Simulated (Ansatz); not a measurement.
This Ge structure is the end of a relaxation. The cell was found from a structure generator's guess, not taken from experiment.

The calculation used DFT PBE, scalar-relativistic, plane waves, PAW in Ansatz. Cutoff 420 eV, Γ-centred mesh, Gaussian smearing, no spin polarisation.

```cif
data_structure
_symmetry_space_group_name_H-M 'P 1'
_symmetry_Int_Tables_number 1
_cell_length_a 2.7109
_cell_length_b 2.7109
_cell_length_c 2.7109
_cell_angle_alpha 90.000
_cell_angle_beta 90.000
_cell_angle_gamma 90.000
_cell_volume 19.92
loop_
_atom_site_label
_atom_site_type_symbol
_atom_site_fract_x
_atom_site_fract_y
_atom_site_fract_z
_atom_site_occupancy
Ge1 Ge 0.50000 0.50000 0.50000 1
```

Energies count from the standard state of Ge at the same level.

Problem. Find its symmetry and describe it.

Solution. Pm-3m (No. 221), the simple cubic type. Conventional cell: a = 2.711 Å. Ge has 6 Ge at 2.71 Å.

Problem. How far does it lie from the standard state of Ge?

Solution. +0.24 eV/atom. So it is a metastable form at best.

Problem. Is it a metal?

Solution. Yes, bands cross the Fermi level on the 20×20×20 mesh.

The last run used a 20×20×20 mesh for its 1-atom cell and Gaussian smearing of 0.10 eV. A later test with randomly moved atoms came back to the same energy, though modes that don't fit the test's cell weren't probed.
